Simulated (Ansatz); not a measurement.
Energy landscape near a LiCl structure

The calculation used Ansatz, DFT PBE, scalar-relativistic, plane waves, PAW.

Cutoff 420 eV; k points 9×9×4 on the computed 4-atom cell (Γ-centred); Gaussian smearing, width 0.02 eV; no spin polarisation.

Reference cell:

```
CELL_PARAMETERS angstrom
3.92488 0.00000 0.00000
-1.96244 3.39905 0.00000
0.00000 0.00000 6.35716
ATOMIC_POSITIONS crystal
Li 0.66667 0.33333 0.87602
Li 0.33333 0.66667 0.37602
Cl 0.66667 0.33333 0.49898
Cl 0.33333 0.66667 0.99898
```

Each variant moves atoms of this cell by the vectors given, if any (Å), and then applies a symmetric strain (tensor components, Cartesian axes). The reference cell isn't relaxed at this level. Energies are per atom at zero smearing, counted from the lowest variant. Pressure is positive in compression.

1. strain (xx yy zz yz xz xy, %) 3.72 3.62 4.28 -0.50 -0.15 0.45; moves: Li1 (0.027, -0.011, 0.000); Li2 (-0.088, -0.020, 0.001); Cl3 (0.044, 0.053, -0.001); Cl4 (0.017, -0.021, 0.000)
2. strain (xx yy zz yz xz xy, %) 1.01 1.01 10.01 0.00 0.00 0.00; moves: Li1 (0.000, 0.000, 0.030); Li2 (0.000, 0.000, 0.030); Cl3 (0.000, 0.000, -0.030); Cl4 (0.000, 0.000, -0.030)
3. strain (xx yy zz yz xz xy, %) -0.49 -0.07 -2.22 2.00 1.16 0.37; moves: Li1 (0.159, -0.231, 0.125); Li2 (-0.280, 0.022, 0.125); Cl3 (0.040, 0.117, -0.125); Cl4 (0.081, 0.093, -0.125)
4. strain (xx yy zz yz xz xy, %) -0.11 -0.11 -6.11 0.00 0.00 0.00; moves: Li1 (0.000, 0.000, 0.100); Li2 (0.000, 0.000, 0.100); Cl3 (0.000, 0.000, -0.100); Cl4 (0.000, 0.000, -0.100)
5. strain (xx yy zz yz xz xy, %) 3.36 3.93 4.97 2.00 -0.15 0.16; moves: Li1 (0.208, 0.025, -0.184); Li2 (0.168, -0.053, 0.148); Cl3 (-0.149, 0.060, -0.124); Cl4 (-0.227, -0.032, 0.160)
6. no strain; moves: Cl3 (0.053, 0.080, 0.115)
7. strain (xx yy zz yz xz xy, %) -1.94 -1.94 4.06 0.00 0.00 0.00; moves: Li1 (0.000, 0.000, 0.250); Li2 (0.000, 0.000, 0.250); Cl3 (0.000, 0.000, -0.250); Cl4 (0.000, 0.000, -0.250)
8. no strain; moves: Cl4 (0.000, 0.000, 0.225)

```tsv
result	ΔE (meV/atom)	P (GPa)	largest force (eV/Å)	gap on mesh (eV)
A	0.0	-0.09	0.45	5.88
B	135.9	3.45	1.92	5.73
C	24.9	-1.97	0.05	5.53
D	18.0	-2.22	0.22	5.53
E	56.2	2.08	0.20	5.77
F	1.4	1.43	0.13	5.90
G	123.2	-0.83	1.56	4.74
H	17.7	0.19	1.01	5.83
```

Which variant gave which result?

A is 6, B is 3, C is 2, D is 1, E is 7, F is 4, G is 5, H is 8.

An odd mesh misses points on the zone edge, so a gap read on it can be too wide.

This wurtzite form isn't the usual stable structure of the compound.